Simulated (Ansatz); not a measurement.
MgF2 (rutile)

```yaml
crystal:
  lattice:
    - [9.39675, 0.00000, 0.00000]
    - [0.00000, 4.69838, 0.00000]
    - [0.00000, 0.00000, 3.09284]
  atoms:
    - { symbol: Mg, position: [0.00000, 0.00000, 0.00000] }
    - { symbol: Mg, position: [0.50000, 0.00000, 0.00000] }
    - { symbol: Mg, position: [0.25000, 0.50000, 0.50000] }
    - { symbol: Mg, position: [0.75000, 0.50000, 0.50000] }
    - { symbol: F, position: [0.15179, 0.30358, 0.00000] }
    - { symbol: F, position: [0.65179, 0.30358, 0.00000] }
    - { symbol: F, position: [0.40179, 0.19642, 0.50000] }
    - { symbol: F, position: [0.90179, 0.19642, 0.50000] }
    - { symbol: F, position: [0.09821, 0.80358, 0.50000] }
    - { symbol: F, position: [0.59821, 0.80358, 0.50000] }
    - { symbol: F, position: [0.34821, 0.69642, 0.00000] }
    - { symbol: F, position: [0.84821, 0.69642, 0.00000] }
```

The atoms are displaced by Q × the pattern below (from a DFPT mode at X = (0.5, 0.0, 0.0), largest move 1; Q in Å), at fixed cell. It is one choice among 2 degenerate patterns. (q is in reciprocal vectors of the primitive cell; the cell shown is doubled to hold the pattern.)

```
atom       x       y      z
----  ------  ------  -----
Mg1   -0.330   0.944  0.000
Mg2    0.330  -0.944  0.000
Mg3    0.067   0.190  0.000
Mg4   -0.067  -0.190  0.000
F5     0.815  -0.221  0.000
F6    -0.815   0.221  0.000
F7     0.387  -0.668  0.000
F8    -0.387   0.668  0.000
F9    -0.672   0.531  0.000
F10    0.672  -0.531  0.000
F11   -0.601   0.462  0.000
F12    0.601  -0.462  0.000
```

Level of theory: PBE (plane waves to 420 eV, PAW, scalar-relativistic; Ansatz, a first-principles code). k mesh 4×7×11 (Γ-centred), Fermi-Dirac smearing 0.05 eV. E stands for the smeared free energy. Compression counts positive. MgF2 was relaxed with its symmetry unable to fall. ΔE is measured from the undisplaced structure.

```tsv
Q (Å)	ΔE (meV/cell)	P (GPa)	−dE/dQ from forces (eV/Å)
-0.280	1411	2.09	10.308
-0.233	973	1.42	8.474
-0.187	620	0.89	6.704
-0.140	347	…	4.985
-0.093	154	…	3.303
-0.047	38	0.05	1.646
0.000	0	0.00	0.000
0.047	38	0.05	-1.646
0.093	154	…	-3.303
0.140	347	…	-4.985
0.187	620	0.89	-6.704
0.233	973	1.42	-8.474
0.280	1411	2.09	-10.308
```

Complete the blanks.


- -0.140, P (GPa): 0.49
- -0.093, P (GPa): 0.22
- 0.093, P (GPa): 0.22
- 0.140, P (GPa): 0.49

(A displaced cell: forces are minus the slopes of the energy, force constants its curvatures, and phonons follow from these.)
